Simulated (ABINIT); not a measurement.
Crystal: MoS2.

```
Mo S
1.0
     1.58000    0.91221    6.15000
    -1.58000    0.91221    6.15000
     0.00000   -1.82443    6.15000
Mo S
1 2
Direct
  0.00000 0.00000 0.00000
  0.41700 0.41700 0.41700
  0.25000 0.25000 0.25000
```

Measurements of this composition are mostly on another form, of space group No. 194.

Base run:

* Program: ABINIT 10.8.3 (patched build)
* Functional: PBEsol
* Potentials or basis: PseudoDojo NC SR PBEsol v0.4.1 standard
* Cutoff: 980 eV
* k mesh: 8 × 8 × 8
* Occupations: fermi-dirac, width 0.05 eV
* Spin: no spin polarisation

Its results: band gap on the k mesh 0.99 eV, indirect (least direct gap 2.03 eV); pressure 0.3 GPa; largest force 0.269 eV/Å.

Question: The run is repeated on the same cell with these changes: functional from PBEsol to revPBE; potentials or basis from PseudoDojo NC SR PBEsol v0.4.1 standard to PseudoDojo NC SR PBE v0.4 stringent; cutoff from 980 eV to 1088 eV. What comes out?

Answer: Band gap on the k mesh 1.06 eV, indirect (least direct gap 2.02 eV); pressure 7.1 GPa; largest force 0.546 eV/Å.

Caveats: the potentials were made for another functional, which shifts forces and pressure (some runs).

A k mesh can miss the band edges.
